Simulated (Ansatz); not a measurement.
# Cu: the cost of one run

Method: DFT PBEsol, scalar-relativistic, plane waves, PAW, in Ansatz 0.2.0.

2 further runs of the same task are left out: 2 set aside as unsound or not needed.

**1. Starting point**

The structure is cubic, space group Fm-3m (No. 225). The conventional cell has a = 3.563 Å, b = 3.563 Å, c = 3.563 Å, α = 90.00°, β = 90.00°, γ = 90.00°. Cu (site symmetry m-3m) has 12 Cu at 2.52 Å as nearest neighbours.

Coordinates:

```xyz
1
Lattice="0.0000 1.7817 1.7817 1.7817 0.0000 1.7817 1.7817 1.7817 0.0000" Properties=species:S:1:pos:R:3 pbc="T T T"
Cu    0.0000    0.0000    0.0000
```

This cell was relaxed beforehand with the same method: volume 11.31 Å³/atom, gap on the mesh none (metal).

**2. Bulk reference on the slab's mesh**

input.yaml

```yaml
crystal:
  lattice:
    - [2.5196845177, 0.0, 0.0]
    - [0.0, 3.5633720178, 0.0]
    - [1.2598422588, 1.7816860089, 1.2598422588]
  atoms:
    - { symbol: Cu, position: [0.0, 0.0, 0.0] }
basis:
  ecutwfc: 420
kpoints:
  mp_grid: { grid: [14, 10, 27] }
hamiltonian:
  xc: pbesol
scf:
  occupations: { method: gaussian, width: 0.1 }
output:
  forces: true
  stress: true
  eigenvalues: true
```

Run with:

```bash
> ansatz run input.yaml --threads 1 --pin off --max-ram 2560MiB --backend cpu --events-out ev --progress --plain --runs-dir out
```

**Question.** How long does this run take on 1 thread of Intel Xeon at 2.70GHz, shared host, and how much memory does it need?

About 15 s, with a peak of 0.61 GiB.
